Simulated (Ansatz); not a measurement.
P (omega (AlB2-type)): energy against volume

All numbers below come from Ansatz, DFT, revPBE, plane waves (420 eV) with PAW, scalar-relativistic. The PAW files were generated under PBE, with cores re-solved for the functional.

The cell is scaled uniformly from the relaxed one, with fractional coordinates and shape fixed. Energies are extrapolated to zero smearing, pressures are those at the given smearing. Magnetic state: spin not included.

A Birch-Murnaghan fit gives V₀ = 14.51 Å³/atom, B₀ = 93 GPa, B₀′ = 4.2.

Task: What are the energy above the minimum and the pressure at 13.965 Å³/atom?

Result: 6.2 meV/atom and 3.96 GPa as computed.

Task: What are the energy above the minimum and the pressure at 15.129 Å³/atom?

Result: 7.3 meV/atom and -3.48 GPa as computed.

Task: What are the energy above the minimum and the pressure at 15.711 Å³/atom?

Result: 25.5 meV/atom and -6.17 GPa as computed.
